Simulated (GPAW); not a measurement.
# KF (Carobbiite) (Fm-3m) in GPAW: settings compared

Aim: see how the results for KF (Carobbiite) move with the level of theory and the settings. Levels: LDA, PBE, PBEsol, r2SCAN. Tasks: band structure, equation of state.

Everything below comes from runs of GPAW 26.7.0. Logs are shortened: lines on timing, memory, paths and dates and some standing lists are left out, and cuts for length are marked. The log counts tension as positive stress, the text compression.

### Step 1. The crystal as given

The structure is cubic, space group Fm-3m (No. 225). The conventional cell has a = 5.344 Å, b = 5.344 Å, c = 5.344 Å, α = 90.00°, β = 90.00°, γ = 90.00°. Around K (site symmetry m-3m) lie 6 F at 2.67 Å. F (site symmetry m-3m) is surrounded by 6 K at 2.67 Å.

### Step 2. Band structure, LDA

The input, run.py:

```python
from ase import Atoms
from ase.dft.bandgap import bandgap
from ase.io import write
from ase.units import GPa
from gpaw import GPAW, PW

atoms = Atoms(['K', 'F'],
              cell=[[0.0, 2.67185, 2.67185],
                    [2.67185, 0.0, 2.67185],
                    [2.67185, 2.67185, 0.0]],
              scaled_positions=[[0.0, 0.0, 0.0],
                                [0.5, 0.5, 0.5]],
              pbc=True)

calc = GPAW(mode=PW(800),
            xc='LDA',
            kpts={'size': (9, 9, 9), 'gamma': True},
            occupations={'name': 'fermi-dirac', 'width': 0.05},
            nbands=16,
            convergence={'density': 1e-05, 'energy': 1e-05},
            maxiter=150,
            txt='gpaw.txt')
atoms.calc = calc
energy = atoms.get_potential_energy()
forces = atoms.get_forces()
stress = atoms.get_stress()
calc.write('gs.gpw')
write('result.traj', atoms)
print(f'Energy: {energy:.6f} eV')
print('Forces (eV/A):')
print(forces.round(4))
print('Stress (GPa):', (stress / GPa).round(3))
print('Fermi level:', round(calc.get_fermi_level(), 4), 'eV')
print(f'Gap: {bandgap(calc)[0]:.4f} eV, direct: {bandgap(calc, direct=True)[0]:.4f} eV')

path = atoms.cell.bandpath('GXWKGLUWLK,UX', npoints=80, eps=1e-4)
bs_calc = calc.fixed_density(kpts=path, symmetry='off', nbands=26,
                             convergence={'bands': 'CBM+6.0', 'eigenstates': 1e-6}, txt='bands.txt')
bs = bs_calc.band_structure()
bs.write('bs.json')
print(f'Gap on the path: {bandgap(bs_calc)[0]:.4f} eV')
```

Potentials or basis: the program's PAW data sets (release 1.2.1) made for this functional, pw.

Command:

```console
OMP_NUM_THREADS=1 python run.py
```

gpaw.txt:

```text
__  _  _
 | _ |_)|_||  |
 |__||  | ||/\| - 26.7.0

Input parameters:
  mode=PW(ecut=800.0),
  convergence={'density': 1e-05, 'energy': 1e-05},
  kpts=MonkhorstPack(size=(9, 9, 9), gamma=True),
  maxiter=150,
  nbands=16,
  occupations=Occupations(name='fermi-dirac', width=0.05),
  xc=XC(name='LDA')

Diagonalizing LCAO Hamiltonian
Converting LCAO to pw mode

               F

       K

Atoms  # Å, Bohr magnetons
|   | symbol |        x |        y |        z |    initial magnetic moments |
|---|--------|----------|----------|----------|-----------------------------|
| 0 |      K | 0.000000 | 0.000000 | 0.000000 | ( 0.0000,  0.0000,  0.0000) |
| 1 |      F | 2.671850 | 2.671850 | 2.671850 | ( 0.0000,  0.0000,  0.0000) |

Unit cell  # Å
| periodic |        x |        y |        z |  lengths |    angles |
|----------|----------|----------|----------|----------|-----------|
|      yes | 0.000000 | 2.671850 | 2.671850 | 3.778567 | 60.000000 |
|      yes | 2.671850 | 0.000000 | 2.671850 | 3.778567 | 60.000000 |
|      yes | 2.671850 | 2.671850 | 0.000000 | 3.778567 | 60.000000 |

Number of symmetries: 48
Symmetry operations  # r_c * U_cc + t_c -> r_c
|    | kind |            matrix            |
|----|------|------------------------------|
|  0 |  σ   |  1, 0, 0,  1, 0,-1,  1,-1, 0 |
|  1 |  C2  |  1, 0, 0,  1,-1, 0,  1, 0,-1 |
|  2 |  E   |  1, 0, 0,  0, 1, 0,  0, 0, 1 |
|  3 |  σ   |  1, 0, 0,  0, 0, 1,  0, 1, 0 |
|  4 |  C4  |  1, 0,-1,  1, 0, 0,  1,-1, 0 |
|  5 |  S6  |  1, 0,-1,  1,-1, 0,  1, 0, 0 |
|  6 |  σ   |  1, 0,-1,  0, 1,-1,  0, 0,-1 |
|  7 |  C3  |  1, 0,-1,  0, 0,-1,  0, 1,-1 |
|  8 |  S6  |  1,-1, 0,  1, 0, 0,  1, 0,-1 |
|  9 |  C4  |  1,-1, 0,  1, 0,-1,  1, 0, 0 |
| 10 |  C3  |  1,-1, 0,  0,-1, 1,  0,-1, 0 |
| 11 |  σ   |  1,-1, 0,  0,-1, 0,  0,-1, 1 |
| 12 |  σ   |  0, 1, 0,  1, 0, 0,  0, 0, 1 |
| 13 |  C4  |  0, 1, 0,  0, 1,-1, -1, 1, 0 |
| 14 |  C3  |  0, 1, 0,  0, 0, 1,  1, 0, 0 |
| 15 |  S6  |  0, 1, 0, -1, 1, 0,  0, 1,-1 |
| 16 |  C2  |  0, 1,-1,  1, 0,-1,  0, 0,-1 |
| 17 |  σ   |  0, 1,-1,  0, 1, 0, -1, 1, 0 |
| 18 |  S4  |  0, 1,-1,  0, 0,-1,  1, 0,-1 |
| 19 |  C4  |  0, 1,-1, -1, 1, 0,  0, 1, 0 |
| 20 |  C3  |  0, 0, 1,  1, 0, 0,  0, 1, 0 |
| 21 |  σ   |  0, 0, 1,  0, 1, 0,  1, 0, 0 |
| 22 |  S6  |  0, 0, 1,  0,-1, 1, -1, 0, 1 |
| 23 |  C4  |  0, 0, 1, -1, 0, 1,  0,-1, 1 |
| 24 |  S4  |  0, 0,-1,  1, 0,-1,  0, 1,-1 |
| 25 |  C3  |  0, 0,-1,  0, 1,-1,  1, 0,-1 |
| 26 |  C2  |  0, 0,-1,  0,-1, 0, -1, 0, 0 |
| 27 |  S6  |  0, 0,-1, -1, 0, 0,  0,-1, 0 |
| 28 |  S4  |  0,-1, 1,  1,-1, 0,  0,-1, 0 |
| 29 |  C4  |  0,-1, 1,  0, 0, 1, -1, 0, 1 |
| 30 |  C2  |  0,-1, 1,  0,-1, 0,  1,-1, 0 |
| 31 |  σ   |  0,-1, 1, -1, 0, 1,  0, 0, 1 |
| 32 |  C3  |  0,-1, 0,  1,-1, 0,  0,-1, 1 |
| 33 |  S6  |  0,-1, 0,  0, 0,-1, -1, 0, 0 |
| 34 |  S4  |  0,-1, 0,  0,-1, 1,  1,-1, 0 |
| 35 |  C2  |  0,-1, 0, -1, 0, 0,  0, 0,-1 |
| 36 |  C2  | -1, 1, 0,  0, 1, 0,  0, 1,-1 |
| 37 |  S6  | -1, 1, 0,  0, 1,-1,  0, 1, 0 |
| 38 |  S4  | -1, 1, 0, -1, 0, 1, -1, 0, 0 |
| 39 |  C3  | -1, 1, 0, -1, 0, 0, -1, 0, 1 |
| 40 |  S6  | -1, 0, 1,  0, 0, 1,  0,-1, 1 |
| 41 |  C2  | -1, 0, 1,  0,-1, 1,  0, 0, 1 |
| 42 |  C3  | -1, 0, 1, -1, 1, 0, -1, 0, 0 |
| 43 |  S4  | -1, 0, 1, -1, 0, 0, -1, 1, 0 |
| 44 |  C2  | -1, 0, 0,  0, 0,-1,  0,-1, 0 |
| 45 |  i   | -1, 0, 0,  0,-1, 0,  0, 0,-1 |
| 46 |  σ   | -1, 0, 0, -1, 1, 0, -1, 0, 1 |
| 47 |  C2  | -1, 0, 0, -1, 0, 1, -1, 1, 0 |

BZ-sampling:
  Number of BZ points: 729
  Number of IBZ points: 35

  Monkhorst-Pack size: [9, 9, 9]
  Monkhorst-Pack shift: [0, 0, 0]

K-points  # in reciprocal-cell coordinates
|     |                                coordinates |     weight |
|-----|--------------------------------------------|------------|
|   0 | (  0.00000000,   0.00000000,   0.00000000) | 0.00137174 |
|   1 | (  0.11111111,   0.11111111,   0.00000000) | 0.00823045 |
|   2 | (  0.11111111,   0.11111111,   0.11111111) | 0.01097394 |
|   3 | (  0.22222222,   0.11111111,   0.11111111) | 0.01646091 |
|   4 | (  0.22222222,   0.22222222,   0.00000000) | 0.00823045 |
|   5 | (  0.22222222,   0.22222222,   0.11111111) | 0.03292181 |
|   6 | (  0.22222222,   0.22222222,   0.22222222) | 0.01097394 |
|   7 | (  0.33333333,   0.22222222,   0.11111111) | 0.03292181 |
|   8 | (  0.33333333,   0.22222222,   0.22222222) | 0.03292181 |
|   9 | (  0.33333333,   0.33333333,  -0.33333333) | 0.01646091 |
| ... |                                            |            |
|  34 | (  0.44444444,   0.44444444,   0.44444444) | 0.01097394 |

Plane wave coefficients: 1980
Cutoff: 800.0 eV

Spin-components: 1 (collinear spins)
Bands:           16
Projectors:      10
Spin-degeneracy: 2
Datatype:        complex128

Parallelization:
  kpt:    1
  domain: 1
  band:   1

Density:
  Valence electrons: 16.0
  Components: 1
  Grid points: [25 25 25]
  Charge: 0.0  # |e|

Potential:
  Grid points: [25 25 25]

species:
  K:
    name:    Potassium
    Z:       19.0
    valence: 9
    core:    10
    charge:  0.0  # [|e|]
    compensation charges:
      type: gauss
      rc: 0.35  # [Å]
      lmax: 2
    cutoffs:
      filter: 1.91  # [Å]
      core: 1.27  # [Å]
    projectors
    | kind |    occ | energy [eV] | rcut [Å] |
    |------|--------|-------------|----------|
    |   3s |  2.000 |     -35.177 |    1.122 |
    |   4s |  1.000 |      -2.428 |    1.122 |
    |   3p |  6.000 |     -18.839 |    1.106 |
    |    p |        |       8.373 |    1.106 |
    |    d |        |       0.000 |    0.937 |

    Using partial waves for K as LCAO basis

  F:
    name:    Fluorine
    Z:       9.0
    valence: 7
    core:    2
    charge:  0.0  # [|e|]
    compensation charges:
      type: gauss
      rc: 0.20  # [Å]
      lmax: 2
    cutoffs:
      filter: 1.14  # [Å]
      core: 0.74  # [Å]
    projectors
    | kind |    occ | energy [eV] | rcut [Å] |
    |------|--------|-------------|----------|
    |   2s |  2.000 |     -29.647 |    0.635 |
    |   2p |  5.000 |     -11.293 |    0.635 |
    |    s |        |      -2.435 |    0.635 |
    |    p |        |      15.918 |    0.635 |
    |    d |        |       0.000 |    0.635 |

    Using partial waves for F as LCAO basis

Reference energy: -19039.628778  # eV

eigensolver:
  PPCG
  Converge bands: occupied
  niter=2

density mixing:
  MSR1-Mixer
  Pratt-step length: 0.05
  Maximum mixing coefficient: 0.75
  Old densities: 10
  SVD Regularization: 0.005
  Good broyden scale: 1.0
  Trust region scale: 1.0
  Backstep threshold: 4.0
  History deletion threshold: 6.0
  Fourier metric: weight=20.0, sigma=0.015

occupation numbers:
  Fermi-Dirac:
    width: 0.0500  # eV

poisson solver:
  ecut: 6400.0  # eV

xc functional:
  name: None

convergence criteria:
- Maximum integral of absolute [dens]ity change: 1e-05 electrons / valence electron
- Maximum [total energy] change in last 3 cyles: 1e-05 eV / valence electron
- Maximum integral of absolute [eigenst]ate change: 4e-08 eV^2 / valence electron
maximum number of iterations: 150

SCF iterations
|iter     | |      energy | eigst |  dens |
|---------|-|-------------|-------|-------|
|iter:   1| |   -9.923764 | -0.17 |       |
|iter:   2| |   -9.753871 | -2.44 | -1.18 |
|iter:   3| |   -9.248316 | -0.81 | -1.23 |
|iter:   4| |   -9.229037 | -2.32 | -1.54 |
|iter:   5| |   -9.225516 | -3.27 | -1.83 |
|iter:   6| |   -9.225570 | -4.59 | -2.51 |
|iter:   7| |   -9.225581c| -5.52 | -3.18 |
|iter:   8| |   -9.225582c| -7.68c| -3.70 |
|iter:   9| |   -9.225582c| -8.27c| -5.10c|

Converged in 9 steps
Energy contributions relative to reference atoms: (reference = -19039.628778)

Energy contributions:
  Kinetic:           3.278492
  Coulomb:          -2.379777
  Zero:             -0.606122
  External:          0.000000
  Xc:               -9.518174
  Entropy:          -0.000000
  Spinorbit:         0.000000
  ----------------------------
  Free energy:      -9.225582
  Extrapolated:     -9.225582

dipole moment: (-19.409579, -19.409579, -19.409579)  # |e|*Ang

Fermi level: 1.029
Eigenvalues  # (at kpt = [0.000, 0.000, 0.000])
| band index |      eig [eV] | occ [0-2] |
|------------|---------------|-----------|
|          0 |       -26.441 |     2.000 |
|          1 |       -19.055 |     2.000 |
|          2 |        -9.913 |     2.000 |
|          3 |        -9.913 |     2.000 |
|          4 |        -9.913 |     2.000 |
|          5 |        -0.799 |     2.000 |
[... 8 lines left out ...]
|         14 |        15.536 |     0.000 |
|         15 |        23.184 |     0.000 |

Gap: 5.801 eV
Transition (v -> c):
  (s=0, k=0, n=7, [0.00, 0.00, 0.00]) -> (s=0, k=0, n=8, [0.00, 0.00, 0.00])
No difference between direct/indirect transitions

Forces  # eV/Ang
|       x |        y |        z |
|---------|----------|----------|
| 0.00000 |  0.00000 | -0.00000 |  # K    0
| 0.00000 | -0.00000 | -0.00000 |  # F    1

Stress tensor  # eV/Ang^3
|         x |         y |         z |
|-----------|-----------|-----------|
|  0.027089 |  0.000000 | -0.000000 |
|  0.000000 |  0.027089 | -0.000000 |
| -0.000000 | -0.000000 |  0.027089 |

# Writing to gs.gpw (mode='')
```

Wall time 44 s (1 thread of Arm Neoverse V2, shared host); peak memory 0.28 GiB.

What came out:

```yaml
Free_energy: -9.2256 eV
Pressure: -4.3 GPa
Band_gap_on_the_k_mesh: 5.80 eV, direct
Band_gap_along_the_path: 5.80 eV, direct
```

Levels at the corners of the path, in eV from the valence-band top:
| point | band 4 | band 5 | band 6 | band 7 | band 8 | band 9 | band 10 | band 11 | band 12 |
| --- | --- | --- | --- | --- | --- | --- | --- | --- | --- |
| Γ | -9.11 | -9.11 | 0.00 | 0.00 | 0.00 | 5.80 | 10.50 | 10.50 | 10.50 |
| X | -9.34 | -9.34 | -0.22 | -0.06 | -0.06 | 7.92 | 10.11 | 11.38 | 13.43 |
| W | -9.53 | -9.21 | -0.42 | -0.17 | -0.17 | 9.45 | 9.45 | 11.03 | 13.18 |
| K | -9.36 | -9.27 | -0.35 | -0.20 | -0.20 | 8.67 | 10.40 | 10.89 | 13.41 |
| Γ | -9.11 | -9.11 | 0.00 | 0.00 | 0.00 | 5.80 | 10.50 | 10.50 | 10.50 |
| L | -9.15 | -9.15 | -0.84 | -0.36 | -0.36 | 8.80 | 10.20 | 11.91 | 11.91 |
| U | -9.36 | -9.27 | -0.35 | -0.20 | -0.20 | 8.67 | 10.40 | 10.89 | 13.41 |
| W | -9.53 | -9.21 | -0.42 | -0.17 | -0.17 | 9.45 | 9.45 | 11.03 | 13.18 |
| L | -9.15 | -9.15 | -0.84 | -0.36 | -0.36 | 8.80 | 10.20 | 11.91 | 11.91 |
| K | -9.36 | -9.27 | -0.35 | -0.20 | -0.20 | 8.67 | 10.40 | 10.89 | 13.41 |
| U | -9.36 | -9.27 | -0.35 | -0.20 | -0.20 | 8.67 | 10.40 | 10.89 | 13.41 |
| X | -9.34 | -9.34 | -0.22 | -0.06 | -0.06 | 7.92 | 10.11 | 11.38 | 13.43 |

A hybrid or GW would open this gap; LDA tends to underestimate it.

### Step 3. Equation of state, LDA

The input, run.py:

```python
from ase import Atoms
from ase.eos import EquationOfState
from ase.io import Trajectory
from ase.units import GPa
from gpaw import GPAW, PW

atoms = Atoms(['K', 'F'],
              cell=[[0.0, 2.67185, 2.67185],
                    [2.67185, 0.0, 2.67185],
                    [2.67185, 2.67185, 0.0]],
              scaled_positions=[[0.0, 0.0, 0.0],
                                [0.5, 0.5, 0.5]],
              pbc=True)

traj = Trajectory('eos.traj', 'w')
volumes, energies = [], []
for x in [0.94, 0.96, 0.98, 1.0, 1.02, 1.04, 1.06]:
    a = atoms.copy()
    a.set_cell(atoms.cell * x**(1 / 3), scale_atoms=True)
    calc = GPAW(mode=PW(800),
                xc='LDA',
                kpts={'size': (9, 9, 9), 'gamma': True},
                occupations={'name': 'fermi-dirac', 'width': 0.05},
                nbands=16,
                convergence={'density': 1e-05, 'energy': 1e-05},
                maxiter=150,
                txt=f'eos-{x:.2f}.txt')
    a.calc = calc
    energies.append(a.get_potential_energy(force_consistent=True))
    volumes.append(a.get_volume())
    p = -a.get_stress()[:3].mean() / GPa
    calc.write(f'eos-{x:.2f}.gpw')
    traj.write(a)
    print(f'{x:.2f} {volumes[-1]:10.4f} A^3 {energies[-1]:14.6f} eV {p:9.3f} GPa', flush=True)

v0, e0, B = EquationOfState(volumes, energies, eos='birchmurnaghan').fit()
print(f'V0 = {v0:.4f} A^3, E0 = {e0:.6f} eV, B0 = {B / GPa:.2f} GPa')
```

Potentials or basis: the program's PAW data sets (release 1.2.1) made for this functional, pw.

Command:

```console
OMP_NUM_THREADS=1 python run.py
```

Run time: 1.8 min. Hardware: 1 thread of Arm Neoverse V2, shared host; peak memory 0.26 GiB.

The run converged. Its results:

```
Equilibrium volume : 17.18 Å³/atom (rough: see the caveat)
Bulk modulus       : 42 GPa (rough)
```

Energy against volume, from the lowest point:
```csv
volume (Å³/atom),energy (meV/atom)
17.929,0.00
18.311,4.72
18.692,10.96
19.074,18.54
19.455,27.41
19.837,37.23
20.218,48.05
```

Caveat: the minimum lies outside the volumes run.

### Step 4. Band structure, PBE

The input, run.py:

```python
from ase import Atoms
from ase.dft.bandgap import bandgap
from ase.io import write
from ase.units import GPa
from gpaw import GPAW, PW

atoms = Atoms(['K', 'F'],
              cell=[[0.0, 2.67185, 2.67185],
                    [2.67185, 0.0, 2.67185],
                    [2.67185, 2.67185, 0.0]],
              scaled_positions=[[0.0, 0.0, 0.0],
                                [0.5, 0.5, 0.5]],
              pbc=True)

calc = GPAW(mode=PW(800),
            xc='PBE',
            kpts={'size': (9, 9, 9), 'gamma': True},
            occupations={'name': 'fermi-dirac', 'width': 0.05},
            nbands=16,
            convergence={'density': 1e-05, 'energy': 1e-05},
            maxiter=150,
            txt='gpaw.txt')
atoms.calc = calc
energy = atoms.get_potential_energy()
forces = atoms.get_forces()
stress = atoms.get_stress()
calc.write('gs.gpw')
write('result.traj', atoms)
print(f'Energy: {energy:.6f} eV')
print('Forces (eV/A):')
print(forces.round(4))
print('Stress (GPa):', (stress / GPa).round(3))
print('Fermi level:', round(calc.get_fermi_level(), 4), 'eV')
print(f'Gap: {bandgap(calc)[0]:.4f} eV, direct: {bandgap(calc, direct=True)[0]:.4f} eV')

path = atoms.cell.bandpath('GXWKGLUWLK,UX', npoints=80, eps=1e-4)
bs_calc = calc.fixed_density(kpts=path, symmetry='off', nbands=26,
                             convergence={'bands': 'CBM+6.0', 'eigenstates': 1e-6}, txt='bands.txt')
bs = bs_calc.band_structure()
bs.write('bs.json')
print(f'Gap on the path: {bandgap(bs_calc)[0]:.4f} eV')
```

Potentials or basis: GPAW PAW data sets (gpaw-data 1.2.1), pw.

Command:

```console
OMP_NUM_THREADS=1 python run.py
```

Wall time 45 s (1 thread of Arm Neoverse V2, shared host); peak memory 0.28 GiB.

Results (log left out):

```
Free energy             : -8.4396 eV
Pressure                : 0.6 GPa
Band gap on the k mesh  : 6.18 eV, direct
Band gap along the path : 6.18 eV, direct
```

Levels at the corners of the path, in eV from the valence-band top:
```tsv
point	band 6	band 7	band 8	band 9	band 10	band 11
Γ	0.00	0.00	0.00	6.18	10.65	10.65
X	-0.21	-0.06	-0.06	8.21	10.29	11.80
W	-0.40	-0.17	-0.17	9.73	9.73	11.16
K	-0.34	-0.20	-0.20	8.95	10.71	11.04
Γ	0.00	0.00	0.00	6.18	10.65	10.65
L	-0.79	-0.35	-0.35	9.08	10.59	12.00
U	-0.34	-0.20	-0.20	8.95	10.71	11.04
W	-0.40	-0.17	-0.17	9.73	9.73	11.16
L	-0.79	-0.35	-0.35	9.08	10.59	12.00
K	-0.34	-0.20	-0.20	8.95	10.71	11.04
U	-0.34	-0.20	-0.20	8.95	10.71	11.04
X	-0.21	-0.06	-0.06	8.21	10.29	11.80
```

(Part 1 of 2 ends here.)
